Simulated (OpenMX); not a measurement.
Runs of OpenMX 3.8.5 on TiTe2. The structure is trigonal, space group P-3m1 (No. 164). The conventional cell has a = 3.777 Å, b = 3.777 Å, c = 6.498 Å, α = 90.00°, β = 90.00°, γ = 120.00°. Te (site symmetry 3m) has 3 Ti at 2.77 Å as nearest neighbours. Ti (site symmetry -3m) is surrounded by 6 Te at 2.77 Å. 

```csv
task,level,potentials or basis,k mesh,gap on the mesh (eV),pressure (GPa),largest force (eV/Å)
band structure,PBE,"OpenMX 2013 PBE set, Te7.0-s3p3d2f1, Ti7.0-s3p2d2f1, grid cutoff 500 Ry",9 × 9 × 5,-,(a),0.08
band structure,LDA,"OpenMX 2013 LDA set, Te7.0-s3p2d2f1, Ti7.0-s3p2d2, grid cutoff 500 Ry",7 × 7 × 3,-,(b),0.26
single point,PBE+D3(BJ),"OpenMX 2013 PBE set, Te7.0-s3p2d2f1, Ti7.0-s3p2d2, grid cutoff 500 Ry",7 × 7 × 3,none,-1.6,0.09
single point,PBE,"OpenMX 2013 PBE set, Te7.0-s3p2d2f1, Ti7.0-s3p2d2, grid cutoff 500 Ry",9 × 9 × 5,none,1.4,0.11
single point,PBE,"OpenMX 2013 PBE set, Te7.0-s3p2d2f1, Ti7.0-s3p2d2, grid cutoff 500 Ry",7 × 7 × 3,none,1.4,0.08
```

Alike in all rows: no spin polarisation; cell as given; smearing fermi-dirac 0.05 eV.

Task: Estimate the missing entries.

Result: (a) 1.3; (b) -3.7.

Caveats: the basis of atomic orbitals isn't converged, which shifts pressures, moduli and gaps; this functional lacks dispersion, which binds the layers, so the pressure and a relaxed spacing across them are unreliable (some runs).

A k mesh can miss the band edges, and the runs leave out spin-orbit coupling on Te.

A gap of «none» marks a metal or a gap under the smearing width.

Not every run made on this cell is shown here.
